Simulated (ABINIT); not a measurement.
# BAs (F-43m) in ABINIT: notebook

The runs below take BAs through equation of state, band structure, with revPBE+D3(BJ), PBEsol, LDA-VWN.

Everything below comes from runs of ABINIT 10.8.3 (patched build). Logs are shortened: lines on timing, memory, paths and dates and some standing lists are left out, and cuts for length are marked. The log counts tension as positive stress, the text compression.

**Measured values to compare with.**

“Basic Physical Properties of Cubic Boron Arsenide”, 2019, arxiv:1911.11281 quotes, for a bulk crystal of BAs: bulk modulus 148 GPa.

How close the calculation comes is told below.

## Step 1: Starting point

Symmetry: F-43m, No. 216, cubic system. Conventional cell: a = 4.777 Å, b = 4.777 Å, c = 4.777 Å, α = 90.00°, β = 90.00°, γ = 90.00°. Around As (site symmetry -43m) lie 4 B at 2.07 Å. B (site symmetry -43m) has 4 As at 2.07 Å as nearest neighbours.

## Step 2: Equation of state, revPBE+D3(BJ)

Contents of run.abi:

```
# Datasets: one volume each
ndtset 7
getwfk -1
scalecart1 3*0.9795861087
scalecart2 3*0.9864848297
scalecart3 3*0.9932883884
scalecart4 3*1.0000000000
scalecart5 3*1.0066227096
scalecart6 3*1.0131594038
scalecart7 3*1.0196128224

# Pseudopotentials
pp_dirpath "./"
pseudos "As.GGA_PBE-JTH.xml, B.GGA_PBE-JTH.xml"

# Structure
acell 3.3778490937 3.3778490937 3.3778490937 Angstrom
rprim
     0.0000000000     0.7071067812     0.7071067812
     0.7071067812     0.0000000000     0.7071067812
     0.7071067812     0.7071067812     0.0000000000
ntypat 2
znucl 33 5
natom 2
typat 1 2
xred
     0.7500000000     0.7500000000     0.7500000000
     0.0000000000     0.0000000000     0.0000000000

# Plane-wave basis
ecut 408.170794 eV
pawecutdg 30.0

# k points
kptopt 1
ngkpt 10 10 10
nshiftk 1
shiftk 0.0 0.0 0.0

# Exchange and correlation
ixc 14
vdw_xc 7

# Bands and occupations
nband 13
occopt 3
tsmear 0.05 eV

# SCF cycle
nstep 100
tolvrs 1.0e-9

# Output
iomode 3
prtwf 1
prtden 0
prteig 0
prtebands 0
enunit 1
```

Potentials or basis: JTH PAW PBE v2.0.

Launch:

```console
$ abinit run.abi > log 2>&1
```

run.abo:

```text
.Version 10.8.3 of ABINIT
 DATASET    1 : space group F-4 3 m (#216); Bravais cF (face-center cubic)
================================================================================
 Values of the parameters that define the memory need for DATASET  1.
     intxc =       0    ionmov =       0      iscf =      17    lmnmax =      18
     lnmax =       6     mgfft =      24  mpssoang =       3    mqgrid =    3001
     natom =       2  nloc_mem =       2    nspden =       1   nspinor =       1
    nsppol =       1      nsym =      24    n1xccc =       1    ntypat =       2
    occopt =       3   xclevel =       2
       mpw =         495          nfft =       13824          nkpt =          47
 PAW method is used; the additional fine FFT grid is defined by:
   mgfftf=        32    nfftf =     32768
================================================================================
================================================================================
[... 71 lines left out ...]
 DATASET    7 : space group F-4 3 m (#216); Bravais cF (face-center cubic)
================================================================================
 Values of the parameters that define the memory need for DATASET  7.
     intxc =       0    ionmov =       0      iscf =      17    lmnmax =      18
     lnmax =       6     mgfft =      24  mpssoang =       3    mqgrid =    3001
     natom =       2  nloc_mem =       2    nspden =       1   nspinor =       1
    nsppol =       1      nsym =      24    n1xccc =       1    ntypat =       2
    occopt =       3   xclevel =       2
       mpw =         552          nfft =       13824          nkpt =          47
 PAW method is used; the additional fine FFT grid is defined by:
   mgfftf=        36    nfftf =     46656
================================================================================
================================================================================

--------------------------------------------------------------------------------
------------- Echo of variables that govern the present computation ------------
--------------------------------------------------------------------------------
 -outvars: echo values of preprocessed input variables --------
            acell      6.3832096817E+00  6.3832096817E+00  6.3832096817E+00 Bohr
              amu      7.49215900E+01  1.08110000E+01
             ecut      1.50000000E+01 Hartree
           enunit           1
           getwfk          -1
              ixc          14
           jdtset        1    2    3    4    5    6    7
         kptrlatt       10    0    0      0   10    0      0    0   10
          kptrlen1     6.25290353E+01
          kptrlen2     6.29693952E+01
          kptrlen3     6.34036806E+01
          kptrlen4     6.38320968E+01
          kptrlen5     6.42548383E+01
          kptrlen6     6.46720892E+01
          kptrlen7     6.50840244E+01
            natom           2
            nband          13
           ndtset           7
            ngfft          24      24      24
          ngfftdg1         32      32      32
          ngfftdg2         32      32      32
          ngfftdg3         32      32      32
          ngfftdg4         32      32      32
          ngfftdg5         32      32      32
          ngfftdg6         32      32      32
          ngfftdg7         36      36      36
             nkpt          47
            nstep         100
             nsym          24
           ntypat           2
           occopt           3
        pawecutdg      3.00000000E+01 Hartree
         pawxcdev           0
           prtden           0
        prtebands           0
           prteig           0
            rprim1     0.0000000000E+00  6.9267198023E-01  6.9267198023E-01
                       6.9267198023E-01  0.0000000000E+00  6.9267198023E-01
                       6.9267198023E-01  6.9267198023E-01  0.0000000000E+00
            rprim2     0.0000000000E+00  6.9755011263E-01  6.9755011263E-01
                       6.9755011263E-01  0.0000000000E+00  6.9755011263E-01
                       6.9755011263E-01  6.9755011263E-01  0.0000000000E+00
            rprim3     0.0000000000E+00  7.0236095512E-01  7.0236095512E-01
                       7.0236095512E-01  0.0000000000E+00  7.0236095512E-01
                       7.0236095512E-01  7.0236095512E-01  0.0000000000E+00
            rprim4     0.0000000000E+00  7.0710678120E-01  7.0710678120E-01
                       7.0710678120E-01  0.0000000000E+00  7.0710678120E-01
                       7.0710678120E-01  7.0710678120E-01  0.0000000000E+00
            rprim5     0.0000000000E+00  7.1178974407E-01  7.1178974407E-01
                       7.1178974407E-01  0.0000000000E+00  7.1178974407E-01
                       7.1178974407E-01  7.1178974407E-01  0.0000000000E+00
            rprim6     0.0000000000E+00  7.1641188486E-01  7.1641188486E-01
                       7.1641188486E-01  0.0000000000E+00  7.1641188486E-01
                       7.1641188486E-01  7.1641188486E-01  0.0000000000E+00
            rprim7     0.0000000000E+00  7.2097514092E-01  7.2097514092E-01
                       7.2097514092E-01  0.0000000000E+00  7.2097514092E-01
                       7.2097514092E-01  7.2097514092E-01  0.0000000000E+00
          spgroup         216
           tolvrs      1.00000000E-09
           tsmear      1.83746611E-03 Hartree
            typat      1  2
           useylm           1
           vdw_xc           7
           xangst1     3.5096121310E+00  3.5096121310E+00  3.5096121310E+00
                       0.0000000000E+00  0.0000000000E+00  0.0000000000E+00
           xangst2     3.5343285236E+00  3.5343285236E+00  3.5343285236E+00
                       0.0000000000E+00  0.0000000000E+00  0.0000000000E+00
           xangst3     3.5587039736E+00  3.5587039736E+00  3.5587039736E+00
                       0.0000000000E+00  0.0000000000E+00  0.0000000000E+00
           xangst4     3.5827500000E+00  3.5827500000E+00  3.5827500000E+00
                       0.0000000000E+00  0.0000000000E+00  0.0000000000E+00
           xangst5     3.6064775129E+00  3.6064775129E+00  3.6064775129E+00
                       0.0000000000E+00  0.0000000000E+00  0.0000000000E+00
           xangst6     3.6298968540E+00  3.6298968540E+00  3.6298968540E+00
                       0.0000000000E+00  0.0000000000E+00  0.0000000000E+00
           xangst7     3.6530178395E+00  3.6530178395E+00  3.6530178395E+00
                       0.0000000000E+00  0.0000000000E+00  0.0000000000E+00
            xcart1     6.6322057357E+00  6.6322057357E+00  6.6322057357E+00
                       0.0000000000E+00  0.0000000000E+00  0.0000000000E+00
            xcart2     6.6789129487E+00  6.6789129487E+00  6.6789129487E+00
                       0.0000000000E+00  0.0000000000E+00  0.0000000000E+00
            xcart3     6.7249758732E+00  6.7249758732E+00  6.7249758732E+00
                       0.0000000000E+00  0.0000000000E+00  0.0000000000E+00
            xcart4     6.7704162777E+00  6.7704162777E+00  6.7704162777E+00
                       0.0000000000E+00  0.0000000000E+00  0.0000000000E+00
            xcart5     6.8152547785E+00  6.8152547785E+00  6.8152547785E+00
                       0.0000000000E+00  0.0000000000E+00  0.0000000000E+00
            xcart6     6.8595109194E+00  6.8595109194E+00  6.8595109194E+00
                       0.0000000000E+00  0.0000000000E+00  0.0000000000E+00
            xcart7     6.9032032497E+00  6.9032032497E+00  6.9032032497E+00
                       0.0000000000E+00  0.0000000000E+00  0.0000000000E+00
             xred      7.5000000000E-01  7.5000000000E-01  7.5000000000E-01
                       0.0000000000E+00  0.0000000000E+00  0.0000000000E+00
            znucl       33.00000    5.00000

================================================================================

 chkinp: Checking input parameters for consistency, jdtset=   1.

 chkinp: Checking input parameters for consistency, jdtset=   2.
[... 35 lines left out ...]
 getcut: wavevector=  0.0000  0.0000  0.0000  ngfft=  24  24  24
         ecut(hartree)=     15.000   => boxcut(ratio)=   2.20150

 getcut : COMMENT -
  Note that boxcut > 2.2 ; recall that boxcut=Gcut(box)/Gcut(sphere) = 2
  is sufficient for exact treatment of convolution.
  Such a large boxcut is a waste : you could raise ecut
  e.g. ecut=   18.174764 Hartrees makes boxcut=2

 Fine grid specifications (used for densities):

 getcut: wavevector=  0.0000  0.0000  0.0000  ngfft=  32  32  32
         ecut(hartree)=     30.000   => boxcut(ratio)=   2.07559

--- Pseudopotential description ------------------------------------------------
- pspini: atom type   1  psp file is ./As.GGA_PBE-JTH.xml
 Pseudopotential format is: paw10
 basis_size (lnmax)=  6 (lmn_size= 18), orbitals=   0   0   1   1   2   2
 Spheres core radius: rc_sph= 2.10391912
 Shapefunction is BESSEL type: shapef(r,l)=aa(1,l)*jl(q(1,l)*r)+aa(2,l)*jl(q(2,l)*r)
 Radius for shape functions =  1.70360438
 Compensation charge density is not taken into account in XC energy/potential

- pspini: atom type   2  psp file is ./B.GGA_PBE-JTH.xml
 Pseudopotential format is: paw10
 basis_size (lnmax)=  4 (lmn_size=  8), orbitals=   0   0   1   1
 Spheres core radius: rc_sph= 1.70616958
 Shapefunction is SIN type: shapef(r)=[sin(pi*r/rshp)/(pi*r/rshp)]**2
 Radius for shape functions =  1.40269776
 Compensation charge density is not taken into account in XC energy/potential

   4.97343271E+02                                ecore*ucvol(ha*bohr**3)
--------------------------------------------------------------------------------

================================================================================

--- !BeginCycle
iteration_state: {dtset: 1, }
solver: {iscf: 17, nstep: 100, nline: 4, wfoptalg: 10, }
tolerances: {tolvrs: 1.00E-09, }
...
[... 1076 lines left out ...]
 getcut: wavevector=  0.0000  0.0000  0.0000  ngfft=  36  36  36
         ecut(hartree)=     30.000   => boxcut(ratio)=   2.24338

 getcut : COMMENT -
  Note that boxcut > 2.2 ; recall that boxcut=Gcut(box)/Gcut(sphere) = 2
  is sufficient for exact treatment of convolution.
  Such a large boxcut is a waste : you could raise ecut
  e.g. ecut=   37.745568 Hartrees makes boxcut=2

--------------------------------------------------------------------------------

-inwffil : will read wavefunctions from disk file runo_DS6_WFK.nc

================================================================================
[... 139 lines left out ...]
-Cartesian components of stress tensor (GPa)         [Pressure= -9.7116E+00 GPa]
- sigma(1 1)=  9.71155012E+00  sigma(3 2)=  0.00000000E+00
- sigma(2 2)=  9.71155012E+00  sigma(3 1)=  0.00000000E+00
- sigma(3 3)=  9.71155012E+00  sigma(2 1)=  0.00000000E+00

== END DATASET(S) ==============================================================
================================================================================

 -outvars: echo values of variables after computation  --------
            acell      6.3832096817E+00  6.3832096817E+00  6.3832096817E+00 Bohr
           etotal1    -1.1670726913E+02
           etotal2    -1.1670783905E+02
           etotal3    -1.1670800753E+02
           etotal4    -1.1670781122E+02
           etotal5    -1.1670728529E+02
           etotal6    -1.1670646774E+02
           etotal7    -1.1670538250E+02
            fcart1    -0.0000000000E+00 -0.0000000000E+00 -0.0000000000E+00
                      -0.0000000000E+00 -0.0000000000E+00 -0.0000000000E+00
            fcart2    -2.8346920930E-30  9.4489736433E-31  9.4489736433E-31
                       2.8346920930E-30 -9.4489736433E-31 -9.4489736433E-31
            fcart3    -0.0000000000E+00 -0.0000000000E+00 -0.0000000000E+00
                      -0.0000000000E+00 -0.0000000000E+00 -0.0000000000E+00
            fcart4     1.8642538311E-30  4.6606345777E-31 -1.8642538311E-30
                      -1.8642538311E-30 -4.6606345777E-31  1.8642538311E-30
            fcart5    -3.2685930533E-47 -9.2599432403E-31  3.2685930533E-47
                       3.2685930533E-47  9.2599432403E-31 -3.2685930533E-47
[... 38 lines left out ...]
                       0.0000000000E+00  0.0000000000E+00  0.0000000000E+00
           xangst1     3.5096121310E+00  3.5096121310E+00  3.5096121310E+00
                       0.0000000000E+00  0.0000000000E+00  0.0000000000E+00
           xangst2     3.5343285236E+00  3.5343285236E+00  3.5343285236E+00
                       0.0000000000E+00  0.0000000000E+00  0.0000000000E+00
           xangst3     3.5587039736E+00  3.5587039736E+00  3.5587039736E+00
                       0.0000000000E+00  0.0000000000E+00  0.0000000000E+00
           xangst4     3.5827500000E+00  3.5827500000E+00  3.5827500000E+00
                       0.0000000000E+00  0.0000000000E+00  0.0000000000E+00
           xangst5     3.6064775129E+00  3.6064775129E+00  3.6064775129E+00
                       0.0000000000E+00  0.0000000000E+00  0.0000000000E+00
           xangst6     3.6298968540E+00  3.6298968540E+00  3.6298968540E+00
                       0.0000000000E+00  0.0000000000E+00  0.0000000000E+00
           xangst7     3.6530178395E+00  3.6530178395E+00  3.6530178395E+00
                       0.0000000000E+00  0.0000000000E+00  0.0000000000E+00
             xred      7.5000000000E-01  7.5000000000E-01  7.5000000000E-01
                       0.0000000000E+00  0.0000000000E+00  0.0000000000E+00
 Calculation completed.
```

It took 63 s on 1 thread of Arm Neoverse V1, shared host; peak memory 0.13 GiB.

Results:

```yaml
Equilibrium_volume: 13.34 Å³/atom
Bulk_modulus: 143 GPa
Pressure_derivative_of_the_bulk_modulus: 4.1
```

Energy against volume, from the lowest point:
| volume (Å³/atom) | energy (meV/atom) |
| --- | --- |
| 12.809 | 10.05 |
| 13.081 | 2.29 |
| 13.354 | 0.00 |
| 13.626 | 2.67 |
| 13.899 | 9.83 |
| 14.171 | 20.95 |
| 14.444 | 35.72 |

Caveat: pressures at fixed basis lie under the slope of the energies; the PAW data sets were made with another functional, which shifts forces and pressure a little.

## Step 3: Band structure, PBEsol

Contents of run.abi:

```
# Datasets: ground state, then fixed potential
ndtset 2

# Pseudopotentials
pp_dirpath "./"
pseudos "As.GGA_PBE-JTH_sp.xml, B.GGA_PBE-JTH.xml"

# Structure
acell 6.3832096775 6.3832096775 6.3832096775
rprim
     0.0000000000     0.7071067812     0.7071067812
     0.7071067812     0.0000000000     0.7071067812
     0.7071067812     0.7071067812     0.0000000000
ntypat 2
znucl 33 5
natom 2
typat 1 2
xred
     0.7500000000     0.7500000000     0.7500000000
     0.0000000000     0.0000000000     0.0000000000

# Plane-wave basis
ecut 15.0
pawecutdg 30.0

# Exchange and correlation
ixc -116133

# Bands and occupations
occopt 3
tsmear 0.05 eV

# SCF cycle
nstep 100

# Output
iomode 3
prtwf 0
prteig 0
prtebands 0
enunit 1
prtden1 1

# Dataset 1
kptopt1 1
ngkpt1 10 10 10
nshiftk1 1
shiftk1 0.0 0.0 0.0
nband1 8
tolvrs1 1.0e-9

# Dataset 2: bands along G-X-W-K-G-L-U-W-L-K
iscf2 -2
getden2 1
nband2 12
nbdbuf2 2
tolwfr2 1.0e-12
kptopt2 -9
ndivsm2 6
prteig2 1
prtvol2 -3
kptbounds2
     0.0000000000     0.0000000000     0.0000000000
     0.5000000000     0.0000000000     0.5000000000
     0.5000000000     0.2500000000     0.7500000000
     0.3750000000     0.3750000000     0.7500000000
     0.0000000000     0.0000000000     0.0000000000
     0.5000000000     0.5000000000     0.5000000000
     0.6250000000     0.2500000000     0.6250000000
     0.5000000000     0.2500000000     0.7500000000
     0.5000000000     0.5000000000     0.5000000000
     0.3750000000     0.3750000000     0.7500000000
```

Potentials or basis: JTH PAW PBE v2.0 sp.

Launch:

```console
$ abinit run.abi > log 2>&1
```

Run time: 18 s. Hardware: 1 thread of Arm Neoverse V1, shared host; peak memory 0.1 GiB.

Results (log left out):

```
Free energy                                           : -252.8065 eV
Pressure                                              : 0.0 GPa
Band gap on the k mesh                                : 1.08 eV, indirect (least direct gap 3.28 eV)
Band gap along the path                               : 1.09 eV, indirect (least direct gap 3.28 eV)
Valence electrons inside the program's atomic spheres : As 2.84; B 1.77
```

Levels at the corners of the path, in eV from the valence-band top:
| point | band 1 | band 2 | band 3 | band 4 | band 5 | band 6 | band 7 | band 8 |
| --- | --- | --- | --- | --- | --- | --- | --- | --- |
| Γ | -15.44 | 0.00 | 0.00 | 0.00 | 3.28 | 3.28 | 3.28 | 4.75 |
| X | -11.26 | -8.53 | -4.09 | -4.09 | 1.32 | 1.35 | 11.47 | 11.47 |
| W | -11.09 | -8.06 | -5.54 | -5.26 | 5.27 | 6.00 | 6.74 | 7.11 |
| K | -11.29 | -8.15 | -6.01 | -3.50 | 1.96 | 5.56 | 9.32 | 9.82 |
| Γ | -15.44 | 0.00 | 0.00 | 0.00 | 3.28 | 3.28 | 3.28 | 4.75 |
| L | -12.56 | -8.83 | -1.82 | -1.82 | 2.69 | 4.78 | 4.78 | 8.89 |
| U | -11.29 | -8.15 | -6.01 | -3.50 | 1.96 | 5.56 | 9.32 | 9.82 |
| W | -11.09 | -8.06 | -5.54 | -5.26 | 5.27 | 6.00 | 6.74 | 7.11 |
| L | -12.56 | -8.83 | -1.82 | -1.82 | 2.69 | 4.78 | 4.78 | 8.89 |
| K | -11.29 | -8.15 | -6.01 | -3.50 | 1.96 | 5.56 | 9.32 | 9.82 |

Caveat: the PAW data sets were made with another functional, which shifts forces and pressure a little; this set keeps more shells in the core, which shifts pressures and gaps. Expect the measured gap to be larger: semilocal functionals such as PBEsol lack the derivative discontinuity.

## Step 4: Equation of state, LDA-VWN

Contents of run.abi:

```
# Datasets: one volume each
ndtset 7
getwfk -1
scalecart1 3*0.9795861087
scalecart2 3*0.9864848297
scalecart3 3*0.9932883884
scalecart4 3*1.0000000000
scalecart5 3*1.0066227096
scalecart6 3*1.0131594038
scalecart7 3*1.0196128224

# Pseudopotentials
pp_dirpath "./"
pseudos "As.LDA_PW-JTH.xml, B.LDA_PW-JTH.xml"

# Structure
acell 3*1.0
rprim
     0.0000000000     4.5136108487     4.5136108487
     4.5136108487     0.0000000000     4.5136108487
     4.5136108487     4.5136108487     0.0000000000
ntypat 2
znucl 33 5
natom 2
typat 1 2
xred
     0.7500000000     0.7500000000     0.7500000000
     0.0000000000     0.0000000000     0.0000000000

# Plane-wave basis
ecut 408.170794 eV
pawecutdg 30.0

# k points
kptopt 1
ngkpt 10 10 10
nshiftk 1
shiftk 0.0 0.0 0.0

# Exchange and correlation
ixc -1007

# Bands and occupations
nband 13
occopt 3
tsmear 0.00183747

# SCF cycle
nstep 100
tolvrs 1.0e-9

# Output
iomode 3
prtwf 1
prtden 0
prteig 0
prtebands 0
enunit 1
```

Potentials or basis: JTH PAW LDA v2.0.

Launch:

```console
$ abinit run.abi > log 2>&1
```

It took 56 s on 1 thread of Arm Neoverse V1, shared host; peak memory 0.11 GiB.

The run converged. Its results:

| Property | Result |
| --- | --- |
| Equilibrium volume | 13.23 Å³/atom |
| Bulk modulus | 148 GPa |
| Pressure derivative of the bulk modulus | 4.1 |

Energy against volume, from the lowest point:
```tsv
volume (Å³/atom)	energy (meV/atom)
12.809	6.21
13.081	0.37
13.354	0.00
13.626	4.58
13.899	13.65
14.171	26.67
14.444	43.34
```

Caveat: pressures at fixed basis lie under the slope of the energies.

(Continued in part 2 of 2.)
